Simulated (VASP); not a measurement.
Wanted: the native input for a VASP 6.6.1 run.

```
Task                               : band structure
Functional                         : PBEsol0
Potentials or basis                : VASP PAW PBE potentials, release 64 (Pt_GW, S_GW)
Cutoff                             : 550 eV
k mesh                             : 5 × 5 × 3
Occupations                        : fermi-dirac, width 0.05 eV
Spin                               : no spin polarisation
Grid for exact exchange (PRECFOCK) : Fast
Exchange at q = 0                  : default
Further INCAR settings             : ALGO = Normal; EDIFF = 1e-06; NBANDS = 18
```

PtS2:

```
Pt S
1.0
     3.54320    0.00000    0.00000
    -1.77160    3.06850    0.00000
     0.00000    0.00000    5.03880
Pt S
1 2
Cartesian
  -0.0324 -0.0964 -0.0197
  1.7590 0.9923 3.9886
  -0.0156 2.0017 1.1963
```

The cell isn't the ideal one: atoms moved at random, drawn with an rms of 0.15 Å.

One way to write it, as run:

POSCAR

```
PtS2
1.0
    3.5432000000      0.0000000000      0.0000000000
   -1.7716000000      3.0685012107      0.0000000000
    0.0000000000      0.0000000000      5.0388000000
Pt S
1 2
Direct
   -0.0248650000     -0.0314300000     -0.0039030000
    0.6581440000      0.3233800000      0.7915770000
    0.3217740000      0.6523440000      0.2374230000
```

INCAR.step1

```
SYSTEM = PtS2
ALGO = Normal
EDIFF = 1E-5
ENCUT = 550
GGA = PE
ISIF = 2
ISMEAR = -1
LASPH = .TRUE.
LCHARG = .FALSE.
LMAXMIX = 4
LREAL = .FALSE.
LWAVE = .TRUE.
NBANDS = 18
NELM = 60
PREC = Accurate
SIGMA = 0.05
```

INCAR.step2

```
SYSTEM = PtS2
AEXX = 0.25
ALGO = Normal
EDIFF = 1E-6
ENCUT = 550
GGA = PS
ISIF = 2
ISMEAR = -1
ISTART = 1
LASPH = .TRUE.
LCHARG = .FALSE.
LHFCALC = .TRUE.
LMAXMIX = 4
LREAL = .FALSE.
LWAVE = .FALSE.
NBANDS = 18
NELM = 60
PREC = Accurate
PRECFOCK = Fast
SIGMA = 0.05
```

KPOINTS

```
k-points
0
G
  5 5 3
  0 0 0
```

KPOINTS_OPT

```
path GMKGALHA,LM,KH
8
line-mode
reciprocal
 0.0000000000  0.0000000000  0.0000000000  G
 0.5000000000  0.0000000000  0.0000000000  M

 0.5000000000  0.0000000000  0.0000000000  M
 0.3333333333  0.3333333333  0.0000000000  K

 0.3333333333  0.3333333333  0.0000000000  K
 0.0000000000  0.0000000000  0.0000000000  G

 0.0000000000  0.0000000000  0.0000000000  G
 0.0000000000  0.0000000000  0.5000000000  A

 0.0000000000  0.0000000000  0.5000000000  A
 0.5000000000  0.0000000000  0.5000000000  L

 0.5000000000  0.0000000000  0.5000000000  L
 0.3333333333  0.3333333333  0.5000000000  H

 0.3333333333  0.3333333333  0.5000000000  H
 0.0000000000  0.0000000000  0.5000000000  A

 0.5000000000  0.0000000000  0.5000000000  L
 0.5000000000  0.0000000000  0.0000000000  M

 0.3333333333  0.3333333333  0.0000000000  K
 0.3333333333  0.3333333333  0.5000000000  H
```

Potentials or basis: VASP PAW PBE potentials, release 64 (Pt_GW, S_GW).

The run is started by

```bash
$ cat potpaw_PBE.64/Pt_GW/POTCAR potpaw_PBE.64/S_GW/POTCAR > POTCAR
$ cp INCAR.step1 INCAR
$ mpirun -np 1 vasp_std > vasp.out
$ cp INCAR.step2 INCAR
$ mpirun -np 1 vasp_std > vasp.out
```

Results of the run:

```json
{"Pressure": "5.9 GPa", "Largest force": "2.677 eV/Å"}
```

Caveat: an unscreened hybrid on a path of extra k points without a Coulomb cutoff has errors near the mesh points, so the bands along the path aren't reliable; the PAW data sets were made with another functional, which shifts forces and pressure a little.

Run time: 49 min on 1 thread of Intel(R) Xeon(R) 6975P-C (Granite Rapids), on a shared host, peak memory 0.31 GiB.
